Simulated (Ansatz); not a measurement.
Reactions of `N=C(O)[NH][AlH2]`.

Computed with Ansatz on PBE0-D4/def2-TZVP structures; ΔE is electronic, products minus reactants. CCSD(T)/CBS is the MP2 limit (def2-TZVPP, def2-QZVPP) plus CCSD(T) − MP2 in def2-TZVPP, frozen cores. This one scheme is used for every species. Functionals use def2-TZVPP. For Br outer-core shells are correlated without core-valence functions, which leaves a few kJ/mol of doubt a bond. Scalar relativity is left out up to krypton. Each species was taken in one conformer, which may not be the lowest.

```json
{"reaction": "`N=C(O)[NH][AlH2]` + `CBNC` → `CN[BH][AlH2]` + `CNC(=N)O`", "CCSD(T)/CBS(def2) (kJ/mol)": "213"}
{"reaction": "`N=C(O)[NH][AlH2]` + `CBr` → `N=C(O)CBr` + `[NH2][AlH2]`", "CCSD(T)/CBS(def2) (kJ/mol)": "10"}
{"reaction": "`N=C(O)[NH][AlH2]` + H₂O → `[OH][AlH2]` + `N=C(N)O`", "CCSD(T)/CBS(def2) (kJ/mol)": "-28"}
{"reaction": "`N=C(O)[NH][AlH2]` + `CO[SiH2]S` → `[AlH2][O][SiH2]S` + `CNC(=N)O`", "CCSD(T)/CBS(def2) (kJ/mol)": "?"}
```

(1) Fill in the missing values. (Best estimate.)

Largest T1 diagnostic: 0.014, for `N=C(O)[NH][AlH2]`.

Results:

(1) Computed: `N=C(O)[NH][AlH2]` + `CO[SiH2]S` → `[AlH2][O][SiH2]S` + `CNC(=N)O`: -90.9 kJ/mol.
